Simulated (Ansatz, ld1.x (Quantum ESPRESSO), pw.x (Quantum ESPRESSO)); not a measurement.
mercury: one change to the TM potential, in the atom and in the fcc crystal

- Element: Hg (Z = 80)
- Generator: ld1.x (Quantum ESPRESSO) 7.5
- Type: norm-conserving Troullier–Martins (Kleinman–Bylander form)
- Functional: PBE
- Relativity: scalar-relativistic
- Frozen core: [Xe] 4f14
- Valence charge: 12
- Reference configuration: 5d10 6s2 6p0
- Partial waves: 6p (bound, empty): rc 3.05 bohr; 5d (bound): rc 1.55 bohr; 6s (bound): rc 2.30 bohr
- Local potential: the s channel
- Core correction: none

Change: all radii scaled by about 1.20 (s 2.76, p 3.66, d 1.86 bohr).

Cutoffs, loose and tight: the cutoffs (Ry, on a coarse ladder) from which the occupation-weighted sum of valence levels, in a spherical-Bessel basis at the reference potential, stays within 10 and 1 mRy of its value at 400 Ry. They do not see the model core or the augmentation charge, which bear on the density cutoff. Test errors are all-electron minus pseudo excitation energies from the reference, over the configurations 5d10 6s1 6p0; 5d10 6s0 6p0; 5d9 6s0 6p0; 5d10 6s1.5 6p0; 5d10 6s0 6p1; 5d9 6s2 6p0; 5d10 6s0 6p2; variants that change the core or the reference have their own tests.

Crystal test: fcc Hg in pw.x 7.5, no spin, 11³ k-points, Fermi–Dirac smearing 0.01 Ry, cutoffs set for each file from its atomic test. The reference is all-electron LAPW (Ansatz 0.2.0) with the same functional, mesh and smearing; V0 and B0 come from Birch–Murnaghan fits to the pressures at five volumes. Errors are pseudo minus all-electron; Δ is the rms difference of the E(V) curves that follow from these fits, minima aligned, over ±6 % about the mean V0. Mesh and smearing are coarse, so the numbers serve the comparison and aren't converged zero-temperature values; the lattice is a test structure that the element need not adopt.

All-electron: a0 = 4.988 Å (V0 = 31.03 Å³/atom), B0 = 3.7 GPa.

Does the change bring the crystal closer to the all-electron result?

The mean pressure error goes from +0.14 to -0.37 GPa, so the change moves the solid further from the all-electron pressures. At 80 % of its cutoff the pressure of the base moves by -0.21 GPa.

| quantity | base | changed |
| --- | --- | --- |
| outcome (atom) | generated | generated |
| cutoff, loose (atom) | 50 Ry | 50 Ry |
| cutoff, tight (atom) | 80 Ry | 70 Ry |
| bound ghosts (atom) | none | none |
| largest test error (meV) (atom) | -60 | -109 |
| cutoffs in pw.x (Ry) | 100/400 | 85/340 |
| a0 (Å) | 5.040 | – |
| a0 error (%) | +1.04 | – |
| B0 error (%) | +15.3 | – |
| Δ (meV/atom) | 0.9 | – |
| mean pressure error (GPa) | +0.14 | -0.37 |

A dash: not determined, or the minimum lies outside the volumes sampled.

Base: This is a poor potential for the solid. Changed file: The largest radius (3.66 bohr) exceeds half the bond length (3.33 bohr), so the spheres overlap, which is one possible source of error among others. This is a poor potential for the solid. The atomic cutoffs weigh occupied waves only.
